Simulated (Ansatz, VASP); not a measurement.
Given: the input of a run of Ansatz 0.2.0 on Yb. 

File input.yaml:

```yaml
crystal:
  lattice:
    - [0.0, 2.7431, 2.7431]
    - [2.7431, 0.0, 2.7431]
    - [2.7431, 2.7431, 0.0]
  atoms:
    - { symbol: Yb, position: [0.0, 0.0, 0.0], spin: 1.0 }
hamiltonian:
  xc: pbesol
  pseudopotentials: { kind: paw }
magnetization:
  spin_polarized: true
kpoints:
  mp_grid: { grid: [8, 8, 8] }
scf:
  occupations: { method: gaussian, width: 0.1 }
output:
  forces: true
  stress: true
  eigenvalues: true
  write_density: true
  write_potential: true
  elf: true
  volumetric_format: npy
```

Potentials or basis: Ansatz PAW.

Run with:

```sh
$ ansatz run input.yaml --threads 1 --pin off --max-ram 3584MiB --backend cpu --events-out ev --progress --plain --runs-dir out
```

**Question.** Translate it to VASP 6.6.1. Potentials or basis there: PBE PAW files Yb, 520 eV.

**Answer.** As run (cutoffs and basis follow the program's own potentials, and thresholds, step limits or extra output files can differ):

File INCAR:

```
PREC = Accurate
ENCUT = 520
EDIFF = 1E-7
ISMEAR = 0
SIGMA = 0.1
LREAL = False
LASPH = True
NELM = 120
ALGO = Normal
ISIF = 2
LWAVE = False
LCHARG = True
ISPIN = 2
MAGMOM = 1
LORBIT = 11
LMAXMIX = 6
GGA = PS
LELF = True
LVHAR = True
NBANDS = 22
```

KPOINTS

```
regular mesh
0
Gamma
  8 8 8
```

Contents of POSCAR:

```
Yb
1.0
    0.0000000000      2.7431000000      2.7431000000
    2.7431000000      0.0000000000      2.7431000000
    2.7431000000      2.7431000000      0.0000000000
Yb
1
Direct
    0.0000000000      0.0000000000      0.0000000000
```

Potentials or basis: VASP PAW PBE potentials, release 64 (Yb).

The run is started by

```sh
$ cat potpaw_PBE.64/Yb/POTCAR > POTCAR
$ mpirun -np 1 vasp_std > vasp.out
```

Both were run:

|  | Ansatz | VASP |
| --- | --- | --- |
| Pressure | -3.3 GPa | -3.5 GPa |
| Net moment | 0.00 μB per cell | 0.00 μB per cell |

Ansatz's pressure holds a Pulay term of +0.05 GPa for its cutoff of 420 eV, which the other run lacks.

Ansatz's potentials were made for PBE. VASP's potentials were made for PBE.

Where Ansatz's input types no cutoff or centring, it takes its own default and a Γ-centred mesh.

The magnetic state is the one that the start led to; the real crystal's order can differ.

Pressure is positive in compression.
